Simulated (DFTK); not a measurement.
Crystal: CdTe.

```
Te Cd
1.0
     0.00000    3.20500    3.20500
     3.20500    0.00000    3.20500
     3.20500    3.20500    0.00000
Te Cd
1 1
Cartesian
  4.8075 4.8075 4.8075
  0.0000 0.0000 0.0000
```

Base run:

```yaml
Program: DFTK 0.8.2
Functional: PBE
Potentials_or_basis: SG15 1.2 (PBE)
Cutoff: 952 eV
k_mesh: 6 × 6 × 6
Occupations: fermi-dirac, width 0.05 eV
Spin: no spin polarisation
```

Its results: band gap on the k mesh 0.87 eV, direct.

Problem. The run is repeated on the same cell with these changes: functional from PBE to BJ06; cutoff from 952 eV to 1225 eV. What comes out?

Solution. Band gap on the k mesh 1.24 eV, direct.

Caveats: spin-orbit coupling is left out, which moves the levels of the heavy elements; the program leaves the constant c of mgga_x_tb09 at 1, so the potential is Becke-Johnson's (BJ06) and not Tran and Blaha's, with levels but no total energy (some runs).

Not every run made on this cell is shown here.
